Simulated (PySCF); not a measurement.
Molecule: `InChI=1S/C3H9N/c1-2-3-4/h2-4H2,1H3`.

Structure with atom numbers: `[CH3:1][CH2:2][CH2:3][NH2:4]` (H(Xn): hydrogen on atom n).

Geometry PBE0-D3(BJ)/def2-SVP throughout; GIAO in PySCF 2.14, gas phase, one conformer, non-relativistic; equivalent atoms averaged; functional PBE0.

Problem. How do the shifts δ (against TMS, NH3 at the same level) depend on the basis set? (ppm; last column core-seconds on shared hosts with different chips, so compare them loosely)

Solution. 
```csv
basis set,functions,C3,C2,C1,N4,H(C3),H(C2),H(C1),H(N4),core-s
STO-3G,29,43.4,26.1,19.5,11.0,1.34,1.00,0.70,-0.46,1.6
6-31G,54,45.2,27.4,13.9,28.3,2.71,1.67,1.02,-0.07,3.1
pcSseg-0,54,49.6,28.4,14.8,32.3,2.56,1.52,1.02,-0.39,3.4
6-31G*,74,45.0,26.7,13.4,27.3,2.63,1.51,0.90,-0.07,3.9
def2-SVP,101,45.4,27.4,13.0,32.9,2.40,1.23,0.77,-0.09,5.2
cc-pVDZ,101,47.6,30.0,14.1,35.2,2.55,1.30,0.84,-0.12,6.5
pcSseg-1,113,48.9,29.3,13.6,37.8,2.56,1.34,0.93,0.20,8.4
"6-311+G(2d,p)",162,47.8,29.2,12.6,36.3,2.65,1.41,0.87,0.19,9.8
aug-cc-pVDZ,173,46.6,29.7,13.0,36.0,2.71,1.46,0.96,0.38,13
def2-TZVP,178,49.6,30.1,13.4,37.7,2.64,1.42,0.88,0.14,12
IGLO-III,230,49.9,30.6,13.4,37.2,2.65,1.41,0.89,0.32,19
cc-pVTZ,246,48.7,29.7,13.3,38.4,2.62,1.39,0.88,0.22,22
pcSseg-2,270,50.6,31.0,13.9,37.6,2.64,1.42,0.90,0.44,14
```

Problem. Which nucleus moves most, in ppm?

Solution. N4 (amine nitrogen): from 11.0 ppm with STO-3G to 38.4 ppm with cc-pVTZ. The smallest spread is 0.32 ppm, at H(C1). Proton shifts span only some 12 ppm, so a few tenths of a ppm matter as much there as several ppm in carbon.

Problem. Taking the largest basis, pcSseg-2 (270 functions), as the yardstick, rank the others by their worst heavy-atom deviation.

Solution. IGLO-III 0.7 ppm (230 functions), def2-TZVP 1.0 ppm (178 functions), pcSseg-1 1.8 ppm (113 functions), cc-pVTZ 1.9 ppm (246 functions), 6-311+G(2d,p) 2.8 ppm (162 functions), cc-pVDZ 3.0 ppm (101 functions), aug-cc-pVDZ 4.0 ppm (173 functions), def2-SVP 5.2 ppm (101 functions), pcSseg-0 5.3 ppm (54 functions), 6-31G 9.3 ppm (54 functions), 6-31G* 10.3 ppm (74 functions), STO-3G 26.6 ppm (29 functions).

A small basis that lands close on one nucleus may do so by chance; judge by the trend and by all nuclei.
